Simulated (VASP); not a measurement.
Set up this calculation in VASP 6.6.1, as the native input.

```yaml
Task: relaxation of cell and atoms
Functional: PBEsol
Potentials_or_basis: VASP PAW PBE potentials, release 64 (In_d, Sb)
Cutoff: 600 eV
k_mesh: 10 × 10 × 10
Occupations: gaussian, width 0.03 eV
Spin: no spin polarisation
Further_INCAR_settings: ALGO = Normal; EDIFF = 1e-06; IBRION = 2; EDIFFG = -0.01; NSW = 90; ISIF = 3
```

The structure of InSb lies in POSCAR:

```
InSb
1.0
    0.0000000000      3.2391000000      3.2391000000
    3.2391000000      0.0000000000      3.2391000000
    3.2391000000      3.2391000000      0.0000000000
In Sb
1 1
Direct
    0.0000000000      0.0000000000      0.0000000000
    0.2500000000      0.2500000000      0.2500000000
```

One way to write it, as run:

INCAR

```
SYSTEM = InSb
ALGO = Normal
EDIFF = 1E-6
EDIFFG = -0.01
ENCUT = 600
GGA = PS
IBRION = 2
ISIF = 3
ISMEAR = 0
KPAR = 8
LASPH = .True.
LCHARG = .False.
LREAL = .False.
LWAVE = .False.
NELM = 80
NSW = 90
PREC = Accurate
SIGMA = 0.03
```

KPOINTS

```
k-points
0
Gamma
  10 10 10
  0 0 0
```

Potentials or basis: VASP PAW PBE potentials, release 64 (In_d, Sb).

Launch:

```console
$ cat potpaw_PBE.64/In_d/POTCAR potpaw_PBE.64/Sb/POTCAR > POTCAR
$ mpirun -np 8 vasp_std > vasp.out
```

It gave:

```yaml
Relaxed_volume: 34.66 Å³/atom
Relaxed_cell: a = 4.611 Å, b = 4.611 Å, c = 4.611 Å, α = 60.00°, β = 60.00°, γ = 60.00°
Space_group_after_relaxing_to_0.05_Å: F-43m (No. 216)
Energy_gained_by_relaxing: 1.8 meV/atom
Ionic_steps: 3
Pressure_after_relaxing: 0.0 GPa
Band_gap_on_the_k_mesh: none (metal or under the smearing width)
```

Caveat: the PAW data sets were made with another functional, which shifts forces and pressure a little; this crystal is a semiconductor, whose small gap the functional closes, so the metal is an error of the method.

Wall time 22 s on 8 MPI ranks on AMD EPYC 9R45 (Zen 5), on a shared host, peak memory 0.28 GiB a rank.
